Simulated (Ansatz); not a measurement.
Input and command of a plane-wave DFT calculation in Ansatz:

```yaml
crystal:
  lattice:
    - [3.0638392697, 0.0, 0.0]
    - [-1.5319196349, 2.6533626407, 0.0]
    - [0.0, 0.0, 13.006457153]
  atoms:
    - { symbol: Ti, position: [0.6666666667, 0.3333333333, 0.1153273318] }
    - { symbol: C, position: [0.0, 0.0, 0.2114954989] }
    - { symbol: Ti, position: [0.3333333333, 0.6666666667, 0.3076636659] }
    - { symbol: C, position: [0.6666666667, 0.3333333333, 0.403831833] }
    - { symbol: Ti, position: [0.0, 0.0, 0.5] }
    - { symbol: C, position: [0.3333333333, 0.6666666667, 0.596168167] }
    - { symbol: Ti, position: [0.6666666667, 0.3333333333, 0.6923363341] }
    - { symbol: C, position: [0.0, 0.0, 0.7885045011] }
    - { symbol: Ti, position: [0.3333333333, 0.6666666667, 0.8846726682] }
basis:
  ecutwfc: 420
kpoints:
  mp_grid: { grid: [12, 12, 1] }
hamiltonian:
  xc: pbe
scf:
  occupations: { method: gaussian, width: 0.1 }
  max_iter: 86
output:
  forces: true
  stress: true
  eigenvalues: true
efield:
  axis: 3
  dipole_correction: true
  ramp_width: 0.04
```

```bash
ansatz run input.yaml --threads 1 --pin off --max-ram 2560MiB --backend cpu --events-out ev --progress --plain --runs-dir out
```

Processor: Oxide Virtual Turin-like Processor (Zen 5), 1 thread, on a host shared with other jobs.

**Question.** Estimate time, memory and problem size.

**Answer.** About 8.2 s on 1 thread of Oxide Virtual Turin-like Processor (Zen 5), with other jobs on the host, peak memory 0.4 GiB. It solves 47 bands at 19 k points (the mesh reduced by the symmetry that the task leaves, which can be less than the crystal's) with about 2059 plane waves, in 11 SCF iterations.
